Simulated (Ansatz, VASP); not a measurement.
Two plane-wave programs on Ge

INCAR

```
SYSTEM = Ge
ALGO = Normal ; EDIFF = 1E-7
ENCUT = 520 ; ISIF = 2
ISMEAR = 1 ; LASPH = .True.
LCHARG = .False. ; LREAL = .False.
LWAVE = .False. ; NBANDS = 21
NELM = 100 ; PREC = Accurate
SIGMA = 0.1
```

Contents of KPOINTS:

```
k-points
0
Gamma
  12 12 12
  0 0 0
```

The input POSCAR:

```
Ge
1.0
   -2.5744897200      2.5744897200      1.3974126400
    2.5744897200     -2.5744897200      1.3974126400
    2.5744897200      2.5744897200     -1.3974126400
Ge
2
Direct
    0.2500000000      0.7500000000      0.5000000000
    0.5000000000      0.5000000000      0.0000000000
```

Input for Ansatz:

```yaml
crystal:
  lattice:
    - [-2.57448972, 2.57448972, 1.39741264]
    - [2.57448972, -2.57448972, 1.39741264]
    - [2.57448972, 2.57448972, -1.39741264]
  atoms:
    - { symbol: Ge, position: [0.25, 0.75, 0.5] }
    - { symbol: Ge, position: [0.5, 0.5, 0.0] }
kpoints:
  mp_grid:
    grid: [12, 12, 12]
hamiltonian:
  xc: lda
  pseudopotentials:
    kind: paw
scf:
  occupations:
    method: cold
    width: 0.1
output:
  forces: true
  stress: true
```

This isn't the form of Ge at room conditions, which is diamond.

Alike in both runs: task single point; functional LDA; k mesh 12 × 12 × 12; no spin polarisation.

|  | VASP | Ansatz |
| --- | --- | --- |
| version | VASP 6.6.1 | Ansatz 0.2.0 |
| potentials or method | VASP PAW LDA potentials, release 64 (Ge_d) | plane waves, PAW |
| plane-wave cutoff (eV) | 520 | 420 |
| occupations | methfessel-paxton of order 1, width 0.1 eV | cold, width 0.1 eV |
| valence electrons in the cell | 28 | 28 |

|  | VASP | Ansatz | Ansatz less VASP |
| --- | --- | --- | --- |
| pressure (GPa) | -2.7 | -2.7 | -0.02 |
| largest component of the traceless stress (GPa) | 0.71 | 0.65 | -0.055 |
